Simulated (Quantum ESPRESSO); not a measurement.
Runs of Quantum ESPRESSO 7.5 on MnO. Symmetry: Fm-3m, No. 225, cubic system. Conventional cell: a = 4.448 Å, b = 4.448 Å, c = 4.448 Å, α = 90.00°, β = 90.00°, γ = 90.00°. Mn (site symmetry m-3m) has 6 O at 2.22 Å as nearest neighbours. O (site symmetry m-3m) is surrounded by 6 Mn at 2.22 Å. The cell is a database's computed one.

```csv
level,potentials or basis,form of the LDA correlation,gap on the mesh (eV),pressure (GPa),moment (μB)
PW91,GBRV 1.5 PBE,-,none,0.0,4.82
BLYP,GBRV 1.5 PBE,-,none,-0.1,4.86
RPBE,GBRV 1.5 PBE,-,none,-0.2,4.93
PBE,GBRV 1.5 PBE,-,none,0.0,4.82
PBEsol,GBRV 1.5 PBEsol,-,none,0.1,(a)
LDA,GBRV 1.5 LDA,PZ81,none,0.0,3.93
```

Alike in all rows: task phonons; spin collinear, ferromagnetic start; cell relaxed; k mesh 8 × 8 × 8; cutoff (eV) 612; smearing cold 0.2 eV.

Fill in the values left out.

(a) 4.59.

Caveats: the mesh is thin for the phonons of a metal; a cell with one magnetic atom can't hold antiferromagnetic order, which such compounds often take; semilocal functionals often make such compounds metallic where correlation or magnetic order opens a gap, which also shifts bond lengths; the potentials were made for another functional, which shifts forces and pressure (some runs); the acoustic modes lie far from zero, so the frequencies are unreliable (some runs); some modes are imaginary (some runs).

A gap of «none» marks a metal or a gap under the smearing width.
